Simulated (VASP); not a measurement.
Here is a VASP 6.6.1 calculation.

File INCAR:

```
ALGO = Normal
EDIFF = 1E-6
EDIFFG = -0.01
ENCUT = 600
IBRION = 2
ISIF = 3
ISMEAR = -1
LASPH = T
LCHARG = F
LREAL = F
LWAVE = F
NELM = 100
NSW = 40
PREC = Accurate
SIGMA = 0.05
```

File KPOINTS:

```
k-points
0
Gamma
  8 8 8
```

POSCAR

```
TiB2
1.0
    3.0292000000      0.0000000000      0.0000000000
   -1.5146000000      2.6233641531      0.0000000000
    0.0000000000      0.0000000000      3.2284000000
Ti B
1 2
Direct
    0.0000000000      0.0000000000      0.0000000000
    0.6666666667      0.3333333333      0.5000000000
    0.3333333333      0.6666666667      0.5000000000
```

Potentials or basis: VASP PAW LDA potentials, release 64 (Ti_sv, B).

Launch:

```sh
$ cat potpaw_LDA.64/Ti_sv/POTCAR potpaw_LDA.64/B/POTCAR > POTCAR
$ mpirun -np 1 vasp_std > vasp.out
```

Problem. What does it give for the space group after relaxing (to 0.05 Å)?

Solution. P6/mmm (No. 191).

Problem. Estimate the relaxed cell.

Solution. a = 2.997 Å, b = 2.997 Å, c = 3.159 Å, α = 90.00°, β = 90.00°, γ = 120.00°.

Problem. Estimate the band gap on the k mesh.

Solution. None (metal or under the smearing width).

Final structure:
```cif
data_structure
_symmetry_space_group_name_H-M 'P 1'
_symmetry_Int_Tables_number 1
_cell_length_a 2.9971
_cell_length_b 2.9971
_cell_length_c 3.1588
_cell_angle_alpha 90.000
_cell_angle_beta 90.000
_cell_angle_gamma 120.000
_cell_volume 24.57
loop_
_atom_site_label
_atom_site_type_symbol
_atom_site_fract_x
_atom_site_fract_y
_atom_site_fract_z
_atom_site_occupancy
Ti1 Ti 0.00000 0.00000 0.00000 1
B1 B 0.66667 0.33333 0.50000 1
B2 B 0.33333 0.66667 0.50000 1
```

LDA usually gives volumes a few per cent too small. Zero-point motion and thermal expansion aren't in these numbers.
